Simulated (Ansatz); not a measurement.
**BaS (rocksalt) under strain**

BaS built on the rocksalt prototype, relaxed with r2SCAN in the plane-wave code Ansatz. The symmetry is Fm-3m (No. 225, cubic); a = 6.424 Å in the conventional setting, 33.13 Å³ an atom. Ba has 6 S at 3.21 Å; S has 6 Ba at 3.21 Å.

The axes x, y and z are those of this cell:
```
Ba S
1.0
     0.00000    3.21180    3.21180
     3.21180    0.00000    3.21180
     3.21180    3.21180    0.00000
Ba S
1 1
Direct
  0.00000 0.00000 0.00000
  0.50000 0.50000 0.50000
```

Unstrained: The PBE gap is indirect, 2.230 eV (Γ to X), below the direct gap of 2.345 eV at X. The r2SCAN gap is indirect, 2.578 eV (Γ to X), below the direct gap of 2.692 eV at X. The HSE06 gap is indirect, 3.138 eV (Γ to X), below the direct gap of 3.277 eV at X. Meshes: PBE 8×8×8, r2SCAN 8×8×8, HSE06 6×6×6. Strains are changes of length per length. After each strain the atoms were relaxed again with r2SCAN within the symmetry that the strain leaves, so tilts or polar shifts that break it weren't tested; points keep the names that they have in the unstrained zone. No spin polarisation and no zero-point or thermal motion.

Changes of the least gap in eV (an overlap counts as a negative gap):
```
                                                       strain  volume change (%)  space group     PBE  r2SCAN   HSE06  energy rise, r2SCAN (meV/atom)
epitaxial -2.22 % in the xy plane, free normal strain +0.83 %               -3.6       I4/mmm  -0.092  -0.097  -0.092                            12.5
                                     uniaxial -1.61 % along z               -1.6       I4/mmm  -0.065  -0.070  -0.064                             2.9
                            isotropic +1.54 % on every length               +4.7        Fm-3m  +0.058  +0.057  +0.057                             9.1
```

Epitaxial -2.22 % in the xy plane, free normal strain +0.83 %. HSE06: the gap goes from 3.138 to 3.046 eV (-0.092 eV); with r2SCAN the top three valence levels at Γ, degenerate before, become 2+1 from the top over 100 meV. Stress change with r2SCAN, compression positive: xx +2.84, yy +2.84, zz -0.01 GPa.

Uniaxial -1.61 % along z, other directions held. HSE06: the gap goes from 3.138 to 3.074 eV (-0.064 eV); with r2SCAN the top three valence levels at Γ, degenerate before, become 1+2 from the top over 54 meV. Stress change with r2SCAN, compression positive: xx +0.29, yy +0.29, zz +1.76 GPa.

Isotropic +1.54 % on every length. HSE06: the gap goes from 3.138 to 3.195 eV (+0.057 eV). Stress change with r2SCAN, compression positive: xx -1.85, yy -1.85, zz -1.85 GPa. For HSE06, dE_g/d ln V = 1.2 eV over this step.

Spin-orbit coupling is left out.

The meshes of the hybrids are coarse, so their gaps aren't converged to the digits shown.

The splittings at Γ are without spin-orbit coupling, which regroups them where it is of like size or larger.
